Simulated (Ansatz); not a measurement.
# Si: the cost of one run

Program: Ansatz 0.2.0. Level of theory: DFT PBE, scalar-relativistic, plane waves, PAW. These are calculated values, not measurements.

## 1. The system as given

It takes space group C2/m (No. 12, monoclinic). The conventional cell has a = 13.829 Å, b = 3.846 Å, c = 6.333 Å, α = 90.00°, β = 96.77°, γ = 90.00°. Around Si (site symmetry m) lie 4 Si at 2.34 to 2.38 Å. Si (site symmetry m) is surrounded by 4 Si at 2.38 to 2.41 Å. Si (site symmetry m) has 4 Si at 2.32 to 2.34 Å in its first shell of neighbours. Si (site symmetry m) has 4 Si at 2.32 to 2.41 Å in its first shell of neighbours.

As a file:

```cif
data_structure
_symmetry_space_group_name_H-M 'P 1'
_symmetry_Int_Tables_number 1
_cell_length_a 7.6919
_cell_length_b 9.0158
_cell_length_c 10.0965
_cell_angle_alpha 92.520
_cell_angle_beta 100.980
_cell_angle_gamma 102.315
_cell_volume 668.92
loop_
_atom_site_label
_atom_site_type_symbol
_atom_site_fract_x
_atom_site_fract_y
_atom_site_fract_z
_atom_site_occupancy
Si1 Si 0.21849 0.49251 0.38145 1
Si2 Si 0.46849 0.99251 0.88145 1
Si3 Si 0.71849 0.49251 0.38145 1
Si4 Si 0.96849 0.99251 0.88145 1
Si5 Si 0.03151 0.00749 0.11855 1
Si6 Si 0.28151 0.50749 0.61855 1
Si7 Si 0.53151 0.00749 0.11855 1
Si8 Si 0.78151 0.50749 0.61855 1
Si9 Si 0.16335 0.88570 0.76770 1
Si10 Si 0.66335 0.88570 0.76770 1
Si11 Si 0.41335 0.38570 0.26770 1
Si12 Si 0.91335 0.38570 0.26770 1
Si13 Si 0.08665 0.61430 0.73230 1
Si14 Si 0.58665 0.61430 0.73230 1
Si15 Si 0.33665 0.11430 0.23230 1
Si16 Si 0.83665 0.11430 0.23230 1
Si17 Si 0.01433 0.24140 0.81591 1
Si18 Si 0.51433 0.24140 0.81591 1
Si19 Si 0.26433 0.74140 0.31591 1
Si20 Si 0.76433 0.74140 0.31591 1
Si21 Si 0.23567 0.25860 0.68409 1
Si22 Si 0.73567 0.25860 0.68409 1
Si23 Si 0.48567 0.75860 0.18409 1
Si24 Si 0.98567 0.75860 0.18409 1
Si25 Si 0.14639 0.01990 0.56568 1
Si26 Si 0.64639 0.01990 0.56568 1
Si27 Si 0.39639 0.51990 0.06568 1
Si28 Si 0.89639 0.51990 0.06568 1
Si29 Si 0.10361 0.48010 0.93432 1
Si30 Si 0.60361 0.48010 0.93432 1
Si31 Si 0.35361 0.98010 0.43432 1
Si32 Si 0.85361 0.98010 0.43432 1
```

The runs take a perfect supercell of 32 atoms; the defect goes to fractional position (0.218, 0.492, 0.382).

## 2. The perfect supercell

The input, input.yaml:

```yaml
crystal:
  lattice:
    - [-1.0e-06, -7.691861, 0.0]
    - [6.1674, 1.922965, 6.288814]
    - [-7.661131, 1.922965, 6.288814]
  atoms:
    - { symbol: Si, position: [0.218491, 0.492512, 0.381452] }
    - { symbol: Si, position: [0.468491, 0.992512, 0.881452] }
    - { symbol: Si, position: [0.718491, 0.492512, 0.381452] }
    - { symbol: Si, position: [0.968491, 0.992512, 0.881452] }
    - { symbol: Si, position: [0.031509, 0.007488, 0.118548] }
    - { symbol: Si, position: [0.281509, 0.507488, 0.618548] }
    - { symbol: Si, position: [0.531509, 0.007488, 0.118548] }
    - { symbol: Si, position: [0.781509, 0.507488, 0.618548] }
    - { symbol: Si, position: [0.163349, 0.885698, 0.767698] }
    - { symbol: Si, position: [0.663349, 0.885698, 0.767698] }
    - { symbol: Si, position: [0.413349, 0.385698, 0.267698] }
    - { symbol: Si, position: [0.913349, 0.385698, 0.267698] }
    - { symbol: Si, position: [0.086651, 0.614302, 0.732302] }
    - { symbol: Si, position: [0.586651, 0.614302, 0.732302] }
    - { symbol: Si, position: [0.336651, 0.114302, 0.232302] }
    - { symbol: Si, position: [0.836651, 0.114302, 0.232302] }
    - { symbol: Si, position: [0.014327, 0.241397, 0.815911] }
    - { symbol: Si, position: [0.514327, 0.241397, 0.815911] }
    - { symbol: Si, position: [0.264327, 0.741397, 0.315911] }
    - { symbol: Si, position: [0.764327, 0.741397, 0.315911] }
    - { symbol: Si, position: [0.235673, 0.258603, 0.684089] }
    - { symbol: Si, position: [0.735673, 0.258603, 0.684089] }
    - { symbol: Si, position: [0.485673, 0.758603, 0.184089] }
    - { symbol: Si, position: [0.985673, 0.758603, 0.184089] }
    - { symbol: Si, position: [0.146394, 0.019898, 0.565679] }
    - { symbol: Si, position: [0.646394, 0.019898, 0.565679] }
    - { symbol: Si, position: [0.396394, 0.519898, 0.065679] }
    - { symbol: Si, position: [0.896394, 0.519898, 0.065679] }
    - { symbol: Si, position: [0.103606, 0.480102, 0.934321] }
    - { symbol: Si, position: [0.603606, 0.480102, 0.934321] }
    - { symbol: Si, position: [0.353606, 0.980102, 0.434321] }
    - { symbol: Si, position: [0.853606, 0.980102, 0.434321] }
basis:
  ecutwfc: 420
  fft_grid_basis: typed
kpoints:
  mp_grid: { grid: [2, 2, 1] }
hamiltonian:
  xc: pbe
  pseudopotentials: { kind: paw }
scf:
  occupations: { method: gaussian, width: 0.05 }
output:
  forces: true
  stress: false
  eigenvalues: true
  bader: false
  write_density: true
  volumetric_format: npy
```

On the command line:

```console
> ansatz run input.yaml --threads 4 --pin off --max-ram 10240MiB --backend cpu --events-out ev --progress --plain --runs-dir out
```

Q: Estimate wall time and peak memory on 4 threads of Arm Neoverse V2, shared host.

About 3.8 s, with a peak of 1.7 GiB.
